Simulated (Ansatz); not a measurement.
Input, command and steps of an Ansatz relaxation.

```yaml
crystal:
  lattice:
    - [3.8898505172, 0.0, 0.0]
    - [-1.9449252586, 3.3687093648, 0.0]
    - [0.0, 0.0, 6.0519755509]
  atoms:
    - { symbol: Nb, position: [0.0, 0.0, 0.0] }
    - { symbol: Nb, position: [0.3333333333, 0.6666666667, 0.645] }
    - { symbol: Nb, position: [0.6666666667, 0.3333333333, 0.355] }
    - { symbol: Si, position: [0.3333333333, 0.6666666667, 0.245] }
    - { symbol: Si, position: [0.6666666667, 0.3333333333, 0.755] }
basis:
  ecutwfc: 420
kpoints:
  mp_grid: { grid: [6, 6, 4] }
hamiltonian:
  xc: pbe
scf:
  occupations: { method: gaussian, width: 0.1 }
  lower_state_search: "off"
output:
  forces: true
  stress: true
  eigenvalues: true
relax:
  adjacent_minimum: "off"
  f_tol: 0.04
  max_steps: 70
  cell: { stress_tol: 0.4 }
```

```bash
ansatz run input.yaml --threads 1 --pin off --max-ram 2560MiB --backend cpu --events-out ev --progress --plain --runs-dir out
```

Theory: DFT PBE, scalar-relativistic, plane waves, PAW (Ansatz).

Of 7 frames 7 are shown, positions in Å and forces in eV/Å; the SCF threshold varies from step to step. Steps run on the plane waves of an earlier cell, with a Pulay correction in the pressure. The basis is chosen afresh for the last frame, the zero of the energies, and at times for earlier ones too; energy and pressure step there, also at an unchanged geometry.

```xyz
5
Lattice="3.8899 0.0000 0.0000 -1.9449 3.3687 0.0000 0.0000 0.0000 6.0520" Properties=species:S:1:pos:R:3:forces:R:3 pbc="T T T" step=1 free_energy_over_end_meV_per_atom=370.99 pressure_GPa=33.22
Nb    0.0000    0.0000    0.0000    0.0000    0.0000    0.0000
Nb    0.0000    2.2458    3.9035    0.0000    0.0000    0.5627
Nb    1.9449    1.1229    2.1485    0.0000    0.0000   -0.5627
Si    0.0000    2.2458    1.4827    0.0000    0.0000   -3.8594
Si    1.9449    1.1229    4.5692    0.0000    0.0000    3.8594
5
Lattice="4.0809 0.0000 0.0000 -2.0404 3.5341 0.0000 0.0000 0.0000 6.3158" Properties=species:S:1:pos:R:3:forces:R:3 pbc="T T T" step=2 free_energy_over_end_meV_per_atom=44.48 pressure_GPa=0.54
Nb    0.0000    0.0000    0.0000    0.0000    0.0000    0.0000
Nb    0.0000    2.3561    4.0883    0.0000    0.0000   -0.4194
Nb    2.0404    1.1780    2.2275    0.0000    0.0000    0.4194
Si    0.0000    2.3561    1.4299    0.0000    0.0000   -1.0839
Si    2.0404    1.1780    4.8859    0.0000    0.0000    1.0839
5
Lattice="4.0415 0.0000 0.0000 -2.0208 3.5000 0.0000 0.0000 0.0000 6.3958" Properties=species:S:1:pos:R:3:forces:R:3 pbc="T T T" step=3 free_energy_over_end_meV_per_atom=8.07 pressure_GPa=-0.53
Nb    0.0000    0.0000    0.0000    0.0000    0.0000    0.0000
Nb    0.0000    2.3334    4.0496    0.0000    0.0000    0.3888
Nb    2.0208    1.1667    2.3462    0.0000    0.0000   -0.3888
Si    0.0000    2.3334    1.3399    0.0000    0.0000   -0.2616
Si    2.0208    1.1667    5.0559    0.0000    0.0000    0.2616
5
Lattice="4.0009 0.0000 0.0000 -2.0004 3.4649 0.0000 0.0000 0.0000 6.4841" Properties=species:S:1:pos:R:3:forces:R:3 pbc="T T T" step=4 free_energy_over_end_meV_per_atom=1.83 pressure_GPa=-0.23
Nb    0.0000    0.0000    0.0000    0.0000    0.0000    0.0000
Nb    0.0000    2.3099    4.1004    0.0000    0.0000    0.2528
Nb    2.0004    1.1550    2.3836    0.0000    0.0000   -0.2528
Si    0.0000    2.3099    1.3259    0.0000    0.0000    0.0143
Si    2.0004    1.1550    5.1582    0.0000    0.0000   -0.0143
5
Lattice="3.9895 0.0000 0.0000 -1.9948 3.4551 0.0000 0.0000 0.0000 6.4973" Properties=species:S:1:pos:R:3:forces:R:3 pbc="T T T" step=5 free_energy_over_end_meV_per_atom=0.90 pressure_GPa=0.20
Nb    0.0000    0.0000    0.0000    0.0000    0.0000    0.0000
Nb    0.0000    2.3034    4.1316    0.0000    0.0000   -0.1159
Nb    1.9948    1.1517    2.3657    0.0000    0.0000    0.1159
Si    0.0000    2.3034    1.3264    0.0000    0.0000   -0.0112
Si    1.9948    1.1517    5.1709    0.0000    0.0000    0.0112
5
Lattice="3.9803 0.0000 0.0000 -1.9901 3.4470 0.0000 0.0000 0.0000 6.5415" Properties=species:S:1:pos:R:3:forces:R:3 pbc="T T T" step=6 free_energy_over_end_meV_per_atom=0.65 pressure_GPa=-0.12
Nb    0.0000    0.0000    0.0000    0.0000    0.0000    0.0000
Nb    0.0000    2.2980    4.1458    0.0000    0.0000    0.0060
Nb    1.9901    1.1490    2.3957    0.0000    0.0000   -0.0060
Si    0.0000    2.2980    1.3366    0.0000    0.0000   -0.0072
Si    1.9901    1.1490    5.2049    0.0000    0.0000    0.0072
5
Lattice="3.9803 0.0000 0.0000 -1.9901 3.4470 0.0000 0.0000 0.0000 6.5415" Properties=species:S:1:pos:R:3:forces:R:3 pbc="T T T" step=7 free_energy_over_end_meV_per_atom=0.00 pressure_GPa=-0.09
Nb    0.0000    0.0000    0.0000    0.0000    0.0000    0.0000
Nb    0.0000    2.2980    4.1458    0.0000    0.0000    0.0064
Nb    1.9901    1.1490    2.3957    0.0000    0.0000   -0.0064
Si    0.0000    2.2980    1.3366    0.0000    0.0000   -0.0077
Si    1.9901    1.1490    5.2049    0.0000    0.0000    0.0077
```

The start puts this composition into another compound's structure type, which needn't suit it. At the end the space group is P-3m1 (tolerance 0.05 Å).

It took 25 s on 1 thread of Arm Neoverse V1, on a shared host, peak memory 0.37 GiB.

The k mesh is coarse.